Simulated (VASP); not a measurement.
**Results of a VASP single-point calculation on KBr (strained measured structure)**

POSCAR

```
K  Br
 1.0000000000000000
     0.0000000000000000    3.3024387009999998    3.2720562648999998
     3.3024387009999998    0.0000000000000000    3.2720562648999998
     3.3024387009999998    3.3024387009999998    0.0000000000000000
 K   Br
   1   1
Cartesian
  0.0000000000000000  0.0000000000000000  0.0000000000000000
  3.3024387010000003  3.3024387010000003  3.2720562648999989
```

```yaml
gap_between_bands_v_and_c: 5.10 eV
least_direct_gap: 5.10 eV
```

Band v is the last that the valence electrons fill when counted band by band, and c is the next. Levels in eV from the top of v:

| point | v−1 | v | c | c+1 |
| --- | --- | --- | --- | --- |
| Γ | -0.01 | 0.00 | 5.10 | 8.21 |
| X | -0.29 | -0.29 | 6.35 | 8.05 |
| K | -0.65 | -0.34 | 7.10 | 9.03 |
| L | -0.34 | -0.34 | 7.14 | 8.89 |
| W | -0.60 | -0.53 | 7.92 | 7.94 |

Which of these levels of theory gave these results?
A. PBE0
B. PBEsol
C. LDA
D. HSE06
E. PBE with spin–orbit coupling
F. PBE
G. r²SCAN

G.

The INCAR was:

```
SIGMA = 0.01
PREC = Accurate
LCHARG = .FALSE.
ALGO = Normal
LWAVE = .FALSE.
LASPH = .TRUE.
IBRION = -1
ISIF = 2
NELM = 120
NBANDS = 15
ENCUT = 520
ISMEAR = 0
METAGGA = R2SCAN
LREAL = .FALSE.
NSW = 0
EDIFF = 1E-7
```
